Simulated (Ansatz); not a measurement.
# HgTe under changes of volume

One of the cells (32.157 Å³/atom); the others are scaled copies at fixed shape and fractional positions:

```
Hg Te
1.0
     0.00000    3.18000    3.18000
     3.18000    0.00000    3.18000
     3.18000    3.18000    0.00000
Hg Te
1 1
Direct
  0.00000 0.00000 0.00000
  0.50000 0.50000 0.50000
```

Measurements of this composition are mostly on another form, of space group No. 216.

```yaml
Program: Ansatz 0.2.0
Functional: LDA
Potentials_or_basis: Ansatz PAW
Cutoff: "420 eV (not typed: the program's choice for these potentials)"
k_mesh: 7 × 7 × 7
Occupations: fermi-dirac, width 0.05 eV
Spin: no spin polarisation
```

| volume (Å³/atom) | energy over the lowest point (meV/atom) | pressure (GPa) |
| --- | --- | --- |
| 30.228 | 0.00 | -6.5 |
| 30.871 | 27.20 | -7.0 |
| 31.514 | 56.38 | -7.5 |
| 32.157 | ? | ? |
| 32.801 | 119.50 | -8.2 |
| 33.444 | 152.85 | -8.4 |
| 34.087 | 187.09 | -8.6 |

**Question.** What does the run at 32.157 Å³/atom give?

**Answer.** Energy over the lowest point 87.26 meV/atom; pressure -7.8 GPa.

Worked out: A Birch-Murnaghan fit of order 3 (a polynomial in V^(-2/3)) to the other rows has no minimum within the range. It gives 87.23 meV/atom at 32.157 Å³/atom, against the run's 87.26, and -dE/dV = -7.9 GPa, against -7.8.

Energies are extrapolated to zero smearing.

Caveats: the PAW data sets come from PBE, with cores solved anew for the run's functional, which leaves a small shift of forces and pressure.
